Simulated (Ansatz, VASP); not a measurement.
# C: VASP beside Ansatz

File INCAR:

```
ALGO = Normal ; EDIFF = 1E-6
ENCUT = 520 ; ISIF = 2
ISMEAR = 1 ; LASPH = True
LCHARG = False ; LREAL = False
LWAVE = False ; NBANDS = 11
NELM = 100 ; PREC = Accurate
SIGMA = 0.4
```

File KPOINTS:

```
k-points
0
Gamma
  12 12 12
```

The input POSCAR:

```
C
1.0
    0.0000000000      1.7834000000      1.7834000000
    1.7834000000      0.0000000000      1.7834000000
    1.7834000000      1.7834000000      0.0000000000
C
2
Direct
    0.5000000000      0.5000000000      0.5000000000
    0.7500000000      0.7500000000      0.7500000000
```

Input for Ansatz:

```yaml
crystal:
  lattice:
    - [0.0, 1.7834, 1.7834]
    - [1.7834, 0.0, 1.7834]
    - [1.7834, 1.7834, 0.0]
  atoms:
    - { symbol: C, position: [0.5, 0.5, 0.5] }
    - { symbol: C, position: [0.75, 0.75, 0.75] }
basis:
  ecutwfc: 420
kpoints:
  mp_grid: { grid: [12, 12, 12] }
hamiltonian:
  xc: lda
scf:
  occupations: { method: cold, width: 0.4 }
output:
  forces: true
  stress: true
  eigenvalues: true
```

This isn't the form of C at room conditions, which is graphite.

Alike in both runs: task single point; functional LDA; k mesh 12 × 12 × 12; no spin polarisation.

```csv
,VASP,Ansatz
version,VASP 6.6.1,Ansatz 0.2.0
potentials or method,"VASP PAW LDA potentials, release 64 (C)","scalar-relativistic, plane waves, PAW"
plane-wave cutoff (eV),520,420
occupations,"methfessel-paxton of order 1, width 0.4 eV","cold, width 0.4 eV"
valence electrons in the cell,8,8
```

```tsv
	VASP	Ansatz	Ansatz less VASP
gap on the k mesh at the Fermi level (eV)	4.12	4.13	+0.004
least direct gap on the mesh (eV)	5.54	5.54	-0.003
pressure (GPa)	-11.7	-13.1	-1.45
```
